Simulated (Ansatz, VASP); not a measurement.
TaN in VASP and in Ansatz

INCAR

```
  PREC = Accurate
  ENCUT = 520
  EDIFF = 1E-6
  ISMEAR = 0
  SIGMA = 0.15
  LREAL = F
  LASPH = T
  NELM = 100
  ALGO = Normal
  ISIF = 2
  LWAVE = F
  LCHARG = F
  GGA = PE
  NBANDS = 15
```

Contents of KPOINTS:

```
Automatic mesh
0
Gamma
  18 18 18
```

File POSCAR:

```
TaN
1.0
    0.0000000000      2.1790000000      2.1790000000
    2.1790000000      0.0000000000      2.1790000000
    2.1790000000      2.1790000000      0.0000000000
Ta N
1 1
Direct
    0.4770536944      0.4770536944      0.5229463056
    0.0000000000      0.0000000000      0.0000000000
```

Input for Ansatz:

```yaml
crystal:
  lattice:
    - [0.0, 2.179, 2.179]
    - [2.179, 0.0, 2.179]
    - [2.179, 2.179, 0.0]
  atoms:
    - { symbol: Ta, position: [0.4770536944, 0.4770536944, 0.5229463056] }
    - { symbol: "N", position: [0.0, 0.0, 0.0] }
basis:
  ecutwfc: 420
kpoints:
  mp_grid: { grid: [18, 18, 18] }
hamiltonian:
  xc: pbe
scf:
  occupations: { method: gaussian, width: 0.15 }
output:
  forces: true
  stress: true
  eigenvalues: true
```

Change from the starting cell: all Ta atoms moved -0.100 Å, as atom 1 along Cartesian [0 0 1].

Alike in both runs: task single point; functional PBE; k mesh 18 × 18 × 18; occupations gaussian, width 0.15 eV; no spin polarisation.

```csv
,VASP,Ansatz
version,VASP 6.6.1,Ansatz 0.2.0
potentials or method,"VASP PAW PBE potentials, release 64 (Ta_pv, N)","scalar-relativistic, plane waves, PAW"
plane-wave cutoff (eV),520,420
valence electrons in the cell,16,18
```

|  | VASP | Ansatz | Ansatz less VASP |
| --- | --- | --- | --- |
| gap on the k mesh at the Fermi level (eV) | none | none | - |
| pressure (GPa) | 17.4 | 16.4 | -0.97 |
| largest component of the traceless stress (GPa) | 3.68 | 3.63 | -0.058 |
| rms of the force components (eV/Å) | 0.568 | 0.565 | -0.0026 |

Atom by atom the forces differ by 0.003 eV/Å (rms over components). A gap of «none» marks a metal or a gap that the smearing closes. The two sets of potentials don't hold the same shells in valence.

Caveats: so large a pressure means that the cell lies far from this level's equilibrium, or that cutoff or potentials fall short (VASP). The runs have no spin-orbit coupling, so splittings on Ta are missing.
